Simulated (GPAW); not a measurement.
The system is SnTe.

```
Te Sn
1.0
     0.00000    3.61115    3.61115
     3.61115    0.00000    3.61115
     3.61115    3.61115    0.00000
Te Sn
1 1
Direct
  0.25000 0.25000 0.25000
  0.00000 0.00000 0.00000
```

Measurements of this composition are mostly on another form, of space group No. 225.

Base run:

```yaml
Program: GPAW 26.7.0
Functional: HSE06
Potentials_or_basis: GPAW PAW data sets (gpaw-data 1.2.1)
Cutoff: 450 eV
Basis: pw
k_mesh: 4 × 4 × 4
Occupations: fermi-dirac, width 0.05 eV
Spin: no spin polarisation
```

Its results: band gap on the k mesh 0.32 eV, indirect (least direct gap 1.11 eV).

**Question.** The run is repeated on the same cell with these changes: functional from HSE06 to r2SCAN; cutoff from 450 eV to 600 eV; k mesh from 4 × 4 × 4 to 7 × 7 × 7. What comes out?

**Answer.** Band gap on the k mesh 0.40 eV, indirect (least direct gap 0.92 eV).

Several settings changed at once, so the effect can't be laid on one alone.

Caveats: spin-orbit coupling is left out, which moves the levels of the heavy elements; exact exchange converges slowly with the k mesh, and this mesh is small (some runs); the mesh misses the band edges, which the band path finds closer together (some runs).

Not every run made on this cell is shown here.
